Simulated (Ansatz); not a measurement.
## From formation energies to a reaction energy: GaP2

These are results of Ansatz 0.2.0, DFT PBE, scalar-relativistic, plane waves, PAW, not measurements. Settings: cutoff 420 eV, Γ-centred meshes spaced at most about 0.3 Å⁻¹, and about 0.25 Å⁻¹ or finer for metals (2π included), Gaussian smearing. No spin polarisation.

Energies over the elements count from the elements' standard structures at the same level, with no fitted energy shifts. The references include black phosphorus.

These are static total energies at zero pressure. The reference form of P is held partly by dispersion forces, which this level lacks.

A trial structure of GaP2 (reached from: a relaxed cell, shaken at random and relaxed again; relaxed: space group Pmc2_1 (No. 26), a = 3.251 Å, b = 5.158 Å, c = 7.051 Å) has a formation energy of 0.074 eV/atom. It holds P–P chains (shortest 2.25 Å). At its composition the lowest mixture among the elements and 1 reference phase computed alike (others may be missing) consists of these:

```tsv
phase	source	ΔE_f (eV/atom)
P (solid)	element	-0.001
GaP (F-43m)	Materials Project	-0.432
```

The lowest database cell of P (-0.001) lies slightly below the reference, hence the non-zero entry.

Task: Write the balanced decomposition and find its energy per atom, per formula unit and per mole of formula units.

Result: Balancing Ga and P gives GaP2 → P + GaP. The left side holds 3 atoms, and the products take 1/3 (P) and 2/3 (GaP) of them. The mixture therefore lies at 1/3 × (-0.001) + 2/3 × (-0.432) = -0.288 eV/atom. The reaction energy is -0.288 − (0.074) = -0.362 eV/atom. Times 3 atoms that is -1.086 eV per GaP2, and times 96.485 it is -105 kJ per mole of GaP2. Decomposition is downhill, so the trial structure is unstable against this mixture.
